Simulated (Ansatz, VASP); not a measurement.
## Al: VASP beside Ansatz

Contents of INCAR:

```
SYSTEM = Al
PREC = Accurate
ENCUT = 520
EDIFF = 1E-6
ISMEAR = -1
SIGMA = 0.08
LREAL = .FALSE.
LASPH = .TRUE.
NELM = 100
ALGO = Normal
ISIF = 2
LWAVE = .FALSE.
LCHARG = .FALSE.
LDIPOL = .TRUE.
IDIPOL = 3
DIPOL = 0.5 0.5 0.500
GGA = CA
NBANDS = 10
```

File KPOINTS:

```
regular mesh
0
G
  14 10 1
  0 0 0
```

POSCAR

```
Al
1.0
    2.8165331402      0.0000000000      0.0000000000
    0.0000000000      3.9831793658      0.0000000000
    0.0000000000      0.0000000000     17.4083000000
Al
2
Direct
    0.2500000000      0.2500000000      0.4595518640
    0.7500000000      0.7500000000      0.5404481360
```

Input for Ansatz:

```yaml
crystal:
  lattice:
    - [2.8165331402, 0.0, 0.0]
    - [0.0, 3.9831793658, 0.0]
    - [0.0, 0.0, 17.4083]
  atoms:
    - { symbol: Al, position: [0.25, 0.25, 0.459551864] }
    - { symbol: Al, position: [0.75, 0.75, 0.540448136] }
kpoints:
  mp_grid: { grid: [14, 10, 1] }
scf:
  occupations: { method: fermi_dirac, width: 0.08 }
hamiltonian:
  xc: lda
  pseudopotentials: { kind: all_electron, lapw: { basis_error: 0.001 } }
output:
  forces: true
  stress: true
  eigenvalues: true
  populations: true
  dos: { projected: true, de: 0.2, e_range: [-14, 8] }
efield:
  axis: 3
  amplitude: 0
  dipole_correction: true
```

The slab is cut from a database's or a generator's crystal, which needn't be the stable form of the element.

Alike in both runs: task single point; functional LDA; k mesh 14 × 10 × 1; occupations fermi-dirac, width 0.08 eV; no spin polarisation.

|  | VASP | Ansatz |
| --- | --- | --- |
| version | VASP 6.6.1 | Ansatz 0.2.0 |
| potentials or method | VASP PAW LDA potentials, release 64 (Al) | all-electron LAPW, scalar-relativistic |
| plane-wave cutoff (eV) | 520 | see its input |

Ansatz gave:

| Property | Result |
| --- | --- |
| rms of the force components (eV/Å) | 0.327 |

Task: Which values does VASP return?

Result: rms of the force components (eV/Å): 0.326.

Atom by atom the forces differ by 0.001 eV/Å (rms over components). Ansatz ran all-electron here, so the differences hold the error of VASP's frozen core and of both bases.
